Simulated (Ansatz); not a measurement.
Input:

```
AlSb
1.0
    4.37348     0.00000     0.00000
    0.00000     6.18504     0.00000
    2.18674    -3.09252     2.18674
Al Sb
1 1
Direct
  0.00000   0.00000   0.00000
  0.50000   0.75000   0.00000
```

The cell is taken as given.

Transport runs along the normal of the first two printed cell vectors, the (110) plane of the conventional cell.

The gap is the functional's own, uncorrected, and κ follows it; spin-orbit coupling is left out. Mid-gap means the computed energy nearest the middle.

Task: State the band gap and the smallest decay constant κ at mid-gap according to r2SCAN (Ansatz, an electronic-structure program).

Result: Gap 1.51 eV on a 14×14×14 mesh; κ = 0.102 1/Å, at the zone centre.
